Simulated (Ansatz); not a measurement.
Sn, 1 atom in the cell. The structure is cubic, space group Im-3m (No. 229). The conventional cell has a = 3.789 Å, b = 3.789 Å, c = 3.789 Å, α = 90.00°, β = 90.00°, γ = 90.00°. Around Sn (site symmetry m-3m) lie 8 Sn at 3.28 Å. This isn't the form of Sn at room conditions, which is tetragonal (white tin).

```yaml
Program: Ansatz 0.2.0
Task: band structure
Functional: HSEsol
Potentials_or_basis: Ansatz PAW
Cutoff: "420 eV (not typed: the program's choice for these potentials)"
k_mesh: 5 × 5 × 5
Occupations: fermi-dirac, width 0.05 eV
Spin: no spin polarisation
Path: "[[\"G\", \"H\", \"N\", \"G\", \"P\", \"H\"], [\"P\", \"N\"]]"
Points_for_each_segment_of_the_path: 4
```

Hardware: 1 × NVIDIA H100 80GB HBM3 with 2 threads of AMD EPYC 7R13 Processor (Zen 3), on a shared host.

Problem. How long does it take, and how much memory?

Solution. Wall time 21 s on 1 × NVIDIA H100 80GB HBM3 with 2 threads of AMD EPYC 7R13 Processor (Zen 3) (shared host), peak memory 1.5 GiB. Counts: scf iterations 17, plane waves 555, k points 10, bands 13.
